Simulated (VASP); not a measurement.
# C (P6_3/mmc) in VASP: a series of runs

One crystal, C, is run at these levels: LDA; tasks: single point, relaxation of cell and atoms.

Program: VASP 6.6.1. These are calculated values, not measurements. Logs are shortened: lines on timing, memory, paths and dates and some standing lists are left out, and cuts for length are marked.

**1. The crystal as given**

The structure is hexagonal, space group P6_3/mmc (No. 194). Conventional cell: a = 2.483 Å, b = 2.483 Å, c = 4.136 Å, α = 90.00°, β = 90.00°, γ = 120.00°. C (site symmetry 3m) has 4 C at 1.53 to 1.55 Å as nearest neighbours.

The cell was built by a generator and needn't be a form met in nature.

**2. Single point, LDA**

Contents of INCAR:

```
SYSTEM = C
ALGO = Fast
EDIFF = 1E-7
ENCUT = 520
GGA = CA
ISIF = 2
ISMEAR = 0
LASPH = .True.
LCHARG = .True.
LELF = .True.
LREAL = .False.
LVHAR = .True.
LWAVE = .False.
NBANDS = 16
NELM = 100
PREC = Accurate
SIGMA = 0.01
```

Contents of KPOINTS:

```
k-points
0
Gamma
  12 12 8
  0 0 0
```

Contents of POSCAR:

```
C
1.0
    2.4832987350      0.0000000000      0.0000000000
   -1.2416493675      2.1505997897      0.0000000000
    0.0000000000      0.0000000000      4.1361852729
C
4
Direct
    0.3333333333      0.6666666667      0.0628288873
    0.6666666667      0.3333333333      0.5628288873
    0.6666666667      0.3333333333      0.9371711127
    0.3333333333      0.6666666667      0.4371711127
```

Potentials or basis: VASP PAW LDA potentials, release 64 (C).

Command:

```
$ cat potpaw_LDA.64/C/POTCAR > POTCAR
$ mpirun -np 1 vasp_std > vasp.out
```

OUTCAR:

```text
SYSTEM = C
   EDIFF = 1E-7
   ENCUT = 520
   GGA = CA
   ISIF = 2
   ISMEAR = 0
   LASPH = .True.
   LREAL = .False.
   NELM = 100
   PREC = Accurate

 ion  position               nearest neighbor table
   1  0.333  0.667  0.063-   3 1.53   3 1.53   3 1.53   4 1.55
   2  0.667  0.333  0.563-   4 1.53   4 1.53   4 1.53   3 1.55
   3  0.667  0.333  0.937-   1 1.53   1 1.53   1 1.53   2 1.55
   4  0.333  0.667  0.437-   2 1.53   2 1.53   2 1.53   1 1.55

  LATTYP: Found a hexagonal cell.
 ALAT       =     2.4832987350
 C/A-ratio  =     1.6656011678

  Lattice vectors:

 A1 = (   2.4832987350,   0.0000000000,   0.0000000000)
 A2 = (  -1.2416493675,   2.1505997897,   0.0000000000)
 A3 = (   0.0000000000,   0.0000000000,   4.1361852729)

Analysis of symmetry for initial positions (statically):
=====================================================================
 Subroutine PRICEL returns:
 Original cell was already a primitive cell.

 Routine SETGRP: Setting up the symmetry group for a
 hexagonal supercell.

 Subroutine GETGRP returns: Found 24 space group operations
 (whereof 12 operations were pure point group operations)
 out of a pool of 24 trial point group operations.

The static configuration has the point symmetry D_3d.
 The point group associated with its full space group is D_6h.

Analysis of symmetry for dynamics (positions and initial velocities):
=====================================================================
 Subroutine PRICEL returns:
 Original cell was already a primitive cell.

 Routine SETGRP: Setting up the symmetry group for a
 hexagonal supercell.

 Subroutine GETGRP returns: Found 24 space group operations
 (whereof 12 operations were pure point group operations)
 out of a pool of 24 trial point group operations.

The dynamic configuration has the point symmetry D_3d.
 The point group associated with its full space group is D_6h.

 Subroutine INISYM returns: Found 24 space group operations
 (whereof 12 operations are pure point group operations),
 and found     1 'primitive' translations

----------------------------------------------------------------------------------------

                                     Primitive cell

  volume of cell :      22.0896

  direct lattice vectors                    reciprocal lattice vectors
     2.483298735  0.000000000  0.000000000     0.402690174  0.232493280  0.000000000
    -1.241649367  2.150599790  0.000000000     0.000000000  0.464986561  0.000000000
     0.000000000  0.000000000  4.136185273     0.000000000  0.000000000  0.241768667

  length of vectors
     2.483298735  2.483298735  4.136185273     0.464986561  0.464986561  0.241768667

  position of ions in fractional coordinates (direct lattice)
     0.333333333  0.666666667  0.062828887
     0.666666667  0.333333333  0.562828887
     0.666666667  0.333333333  0.937171113
     0.333333333  0.666666667  0.437171113

  ion indices of the primitive-cell ions
   primitive index   ion index
                 1           1
                 2           2
                 3           3
                 4           4

----------------------------------------------------------------------------------------

 KPOINTS: k-points

Automatic generation of k-mesh.
 Grid dimensions read from file:
 generate k-points for:   12   12    8

 Generating k-lattice:

  Cartesian coordinates                     Fractional coordinates (reciprocal lattice)
     0.033557515  0.019374440  0.000000000     0.083333333 -0.000000000  0.000000000
     0.000000000  0.038748880  0.000000000     0.000000000  0.083333333  0.000000000
     0.000000000  0.000000000  0.030221083     0.000000000  0.000000000  0.125000000

  Length of vectors
     0.038748880  0.038748880  0.030221083

  Shift w.r.t. Gamma in fractional coordinates (k-lattice)
     0.000000000  0.000000000  0.000000000

 Subroutine IBZKPT returns following result:
 ===========================================

 Found     95 irreducible k-points:

 Following reciprocal coordinates:
            Coordinates               Weight
  0.000000  0.000000  0.000000      1.000000
  0.083333  0.000000  0.000000      6.000000
  0.166667  0.000000  0.000000      6.000000
  0.250000  0.000000  0.000000      6.000000
  0.333333  0.000000  0.000000      6.000000
  0.416667  0.000000  0.000000      6.000000
[... 16 lines left out ...]
  0.250000  0.000000  0.125000     12.000000
  0.333333  0.000000  0.125000     12.000000
 [... further k-points ...]
   k-points           NKPTS =     95   k-points in BZ     NKDIM =     95   number of bands    NBANDS=     16
   number of dos      NEDOS =    301   number of ions     NIONS =      4
   total plane-waves  NPLWV =  10368
   dimension x,y,z NGX =    18 NGY =   18 NGZ =   32
   dimension x,y,z NGXF=    36 NGYF=   36 NGZF=   64
   ions per type =               4
   NGX,Y,Z   is equivalent  to a cutoff of  12.05, 12.05, 12.86 a.u.
   NGXF,Y,Z  is equivalent  to a cutoff of  24.10, 24.10, 25.72 a.u.
 SYSTEM =  C
   PREC   = accura    normal or accurate (medium, high low for compatibility)
   ISTART =      0    job   : 0-new  1-cont  2-samecut
   ICHARG =      2    charge: 1-file 2-atom 10-const
   ISPIN  =      1    spin polarized calculation?
   LNONCOLLINEAR =      F non collinear calculations
   LSORBIT =      F    spin-orbit coupling
   LASPH  =      T    aspherical Exc in radial PAW
   ENCUT  =  520.0 eV  38.22 Ry    6.18 a.u.   4.62  4.62  7.69*2*pi/ulx,y,z
   NELM   =    100;   NELMIN=  2; NELMDL= -5     # of ELM steps
   EDIFF  = 0.1E-06   stopping-criterion for ELM
   LREAL  =      F    real-space projection
   EDIFFG = 0.1E-05   stopping-criterion for IOM
   NSW    =      0    number of steps for IOM
   IBRION =     -1    ionic relax: 0-MD 1-quasi-New 2-CG
   NFREE  =      0    steps in history (QN), initial steepest desc. (CG)
   ISIF   =      2    stress and relaxation
   ISYM   =      2    0-nonsym 1-usesym 2-fastsym
   POTIM  = 0.5000    time-step for ionic-motion
   TEBEG  =    0.0;   TEEND  =   0.0 temperature during run
   PSTRESS=    0.0 pullay stress
   NELECT =      16.0000    total number of electrons
   NUPDOWN=      -1.0000    fix difference up-down
   EMIN   =  10.00;   EMAX   =-10.00  energy-range for DOS
   EFERMI =   0.00;   METHOD = LEGACY
   ISMEAR =     0;   SIGMA  =   0.01  broadening in eV -4-tet -1-fermi 0-gaus
   EFERMI_NEDOS =   21; number of points for ismear=-14 and -15
   IALGO  =     68    algorithm
   IMIX   =      4    mixing-type and parameters
     AMIX     =   0.40;   BMIX     =  1.00
     AMIX_MAG =   1.60;   BMIX_MAG =  1.00
  volume/ion in A,a.u.               =       5.52        37.27
  Fermi-wavevector in a.u.,A,eV,Ry     =   1.470230  2.778332 29.410034  2.161577
  Thomas-Fermi vector in A             =   2.585512
   LORBIT       =      0    0 simple, 1 ext, 2 COOP (PROOUT), +10 PAW based schemes
   GGA     = CA    functional components
   LHFCALC =     F    Hartree Fock is set to
   AEXX    =    0.0000 exact exchange contribution
   IVDW    =     0    specifies the selected vdW correction
   LEPSILON=     F    determine dielectric tensor
   LRPA    =     F    only Hartree local field effects (RPA)
 non-spin polarized calculation
 RMM-DIIS sequential band-by-band and
 Gauss-broadening in eV      SIGMA  =   0.01
  energy-cutoff  :      520.00
  volume of cell :       22.09
 maximum number of plane-waves:       610
   NGX =  9   NGY =  9   NGZ = 15

 number of electron      15.9999992 magnetization

 Free energy of the ion-electron system (eV)
  ---------------------------------------------------
  ext. energy  EPLUGINS =         0.00000000
  ---------------------------------------------------
  free energy    TOTEN  =       -40.39013976 eV

  energy without entropy =      -40.39013976  energy(sigma->0) =      -40.39013976

 E-fermi :  10.5361     XC(G=0): -13.6234

 val. band max:       10.4237635817   @ k =   0.0000   0.0000   0.0000
 cond. band min:      13.4326919586   @ k =   0.3333   0.3333   0.0000
 fundamental gap:      3.0089283770
 Fermi energy:        10.5361321217

 k-point     1 :       0.0000    0.0000    0.0000
  band No.  band energies     occupation
      1     -11.5806      2.00000
      2      -5.8012      2.00000
      3      -3.5742      2.00000
      4       7.2742      2.00000
      5       7.2742      2.00000
      6       9.9040      2.00000
[... 8 lines left out ...]
     15      25.4681      0.00000
     16      28.2934      0.00000

 k-point     2 :       0.0833    0.0000    0.0000
  band No.  band energies     occupation
      1     -11.4049      2.00000
      2      -5.6446      2.00000
      3      -3.4069      2.00000
      4       6.4180      2.00000
      5       6.9079      2.00000
      6       9.6444      2.00000
[... 8 lines left out ...]
     15      25.6360      0.00000
     16      28.0859      0.00000

 k-point     3 :       0.1667    0.0000    0.0000
  band No.  band energies     occupation
      1     -10.8795      2.00000
      2      -5.1764      2.00000
      3      -2.9156      2.00000
      4       4.3947      2.00000
      5       6.0752      2.00000
      6       7.9881      2.00000
[... 8 lines left out ...]
     15      25.5251      0.00000
     16      26.1356      0.00000

 k-point     4 :       0.2500    0.0000    0.0000
  band No.  band energies     occupation
      1     -10.0109      2.00000
      2      -4.4012      2.00000
      3      -2.1444      2.00000
      4       1.9750      2.00000
      5       5.1758      2.00000
      6       5.8993      2.00000
[... 8 lines left out ...]
     15      25.2198      0.00000
     16      26.2621      0.00000
[... 324 lines left out ...]
 k-point    22 :       0.1667    0.0000    0.1250
  band No.  band energies     occupation
      1     -10.7728      2.00000
      2      -5.9484      2.00000
      3      -1.9732      2.00000
      4       4.4868      2.00000
      5       6.1644      2.00000
      6       7.6745      2.00000
[... 8 lines left out ...]
     15      25.6897      0.00000
     16      26.0705      0.00000

 k-point    23 :       0.2500    0.0000    0.1250
  band No.  band energies     occupation
      1      -9.9051      2.00000
      2      -5.1471      2.00000
      3      -1.2529      2.00000
      4       2.0837      2.00000
      5       5.2672      2.00000
      6       5.5520      2.00000
[... 8 lines left out ...]
     15      24.7021      0.00000
     16      26.3576      0.00000

 k-point    24 :       0.3333    0.0000    0.1250
  band No.  band energies     occupation
      1      -8.7103      2.00000
      2      -4.0517      2.00000
      3      -0.9564      2.00000
      4       0.3183      2.00000
      5       3.3648      2.00000
      6       4.5304      2.00000
[... 8 lines left out ...]
     15      25.2707      0.00000
     16      27.6413      0.00000

 [... further k-points ...]

------------------------ aborting loop because EDIFF is reached ----------------------------------------

  FORCE on cell =-STRESS in cart. coord.  units (eV):
  Direction    XX          YY          ZZ          XY          YZ          ZX
  --------------------------------------------------------------------------------------
  -------------------------------------------------------------------------------------
  Total        0.2207425      0.2207425      0.2192592      0.0000000      0.0000000     -0.0000000
  in kB       16.0106125     16.0106125     15.9030290      0.0000000      0.0000000     -0.0000000
  external PRESSURE =      15.9747513 kB  Pullay stress =       0.0000000 kB

 VOLUME and BASIS-vectors are now :
 -----------------------------------------------------------------------------
  energy-cutoff  :      520.00
  volume of cell :       22.09
      direct lattice vectors                 reciprocal lattice vectors
     2.483298735  0.000000000  0.000000000     0.402690174  0.232493280  0.000000000
    -1.241649367  2.150599790  0.000000000     0.000000000  0.464986561  0.000000000
     0.000000000  0.000000000  4.136185273     0.000000000  0.000000000  0.241768667

 POSITION                                       TOTAL-FORCE (eV/Angst)
 -----------------------------------------------------------------------------------
     -0.00000      1.43373      0.25987         0.000000      0.000000      0.005311
      1.24165      0.71687      2.32796        -0.000000      0.000000      0.005311
      1.24165      0.71687      3.87631        -0.000000     -0.000000     -0.005311
     -0.00000      1.43373      1.80822         0.000000     -0.000000     -0.005311
 -----------------------------------------------------------------------------------
    total drift:                               -0.000000      0.000000     -0.000000

  FREE ENERGIE OF THE ION-ELECTRON SYSTEM (eV)
  ---------------------------------------------------
  free  energy   TOTEN  =       -40.3901397588 eV

  energy  without entropy=      -40.3901397588  energy(sigma->0) =      -40.39013976
```

Run time: 38 s. Hardware: 1 thread of Intel Xeon Platinum 8488C (Sapphire Rapids), shared host; peak memory 0.12 GiB.

Results:

```yaml
Free_energy: -40.3901 eV
Pressure: 1.6 GPa
Largest_force: 0.005 eV/Å
Band_gap_on_the_k_mesh: 3.01 eV, indirect (least direct gap 4.97 eV)
```

Forces on the atoms (eV/Å):
```
C    0.000  0.000  0.005
C    0.000  0.000  0.005
C    0.000  0.000 -0.005
C    0.000  0.000 -0.005
```

Levels at points of the mesh, in eV from the valence-band top:
| k point | band 5 | band 6 | band 7 | band 8 | band 9 | band 10 | band 11 | band 12 |
| --- | --- | --- | --- | --- | --- | --- | --- | --- |
| (0.00, 0.00, 0.00) | -3.15 | -0.52 | 0.00 | 0.00 | 4.97 | 4.97 | 5.35 | 8.64 |
| (0.50, 0.00, 0.00) | -9.47 | -6.62 | -6.16 | -3.21 | 4.52 | 7.93 | 8.32 | 8.45 |
| (0.00, 0.00, 0.50) | -1.89 | -1.89 | -1.89 | -1.89 | 7.29 | 7.29 | 7.29 | 7.29 |
| (0.50, 0.00, 0.50) | -5.22 | -5.22 | -4.92 | -4.92 | 5.93 | 5.93 | 6.63 | 6.63 |

(Continued in part 2 of 2.)
